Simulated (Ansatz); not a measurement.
# Re: the cost of one run

Program: Ansatz 0.2.0. Level of theory: DFT PBE, scalar-relativistic, plane waves, PAW. These are calculated values, not measurements.

This is Re in the fcc structure; at room conditions it is hcp.

3 further runs of the same task are left out: 1 that didn't finish, 2 set aside as unsound or not needed.

## 1. The structure to begin with

The structure is cubic, space group Fm-3m (No. 225). The conventional cell has a = 3.915 Å, b = 3.915 Å, c = 3.915 Å, α = 90.00°, β = 90.00°, γ = 90.00°. Around Re (site symmetry m-3m) lie 12 Re at 2.77 Å.

Structure file:

```
CELL_PARAMETERS angstrom
0.00000 1.95772 1.95772
1.95772 0.00000 1.95772
1.95772 1.95772 0.00000
ATOMIC_POSITIONS crystal
Re 0.00000 0.00000 0.00000
```

This cell was relaxed beforehand with the same method: volume 15.01 Å³/atom, gap on the mesh none (metal).

## 2. Bands, states and charges

input.yaml reads:

```yaml
crystal:
  lattice:
    - [0.0, 1.9577236233, 1.9577236233]
    - [1.9577236233, 0.0, 1.9577236233]
    - [1.9577236233, 1.9577236233, 0.0]
  atoms:
    - { symbol: Re, position: [0.0, 0.0, 0.0] }
basis:
  ecutwfc: 420
kpoints:
  mp_grid: { grid: [18, 18, 18] }
  band_path:
    path:
      - [[0.0, 0.0, 0.0], [0.5, 0.0, 0.5], [0.625, 0.25, 0.625]]
      - [[0.375, 0.375, 0.75], [0.0, 0.0, 0.0], [0.5, 0.5, 0.5], [0.5, 0.25, 0.75], [0.5, 0.0, 0.5]]
    npoints: 14
hamiltonian:
  xc: pbe
scf:
  occupations: { method: gaussian, width: 0.1 }
  n_extra_bands: 6
output:
  forces: true
  stress: true
  eigenvalues: true
  populations: true
  dos: { projected: true, de: 0.02, nscf_kmesh: { grid: [27, 27, 27] } }
  bader: true
  write_density: true
  write_potential: true
  elf: true
  volumetric_format: npy
```

Launch:

```sh
$ ansatz run input.yaml --threads 1 --pin off --max-ram 2560MiB --backend cpu --events-out ev --progress --plain --runs-dir out
```

**Question.** How long does this run take on 1 thread of Arm Neoverse V1, shared host, and how much memory does it need?

About 11 s, with a peak of 0.32 GiB.
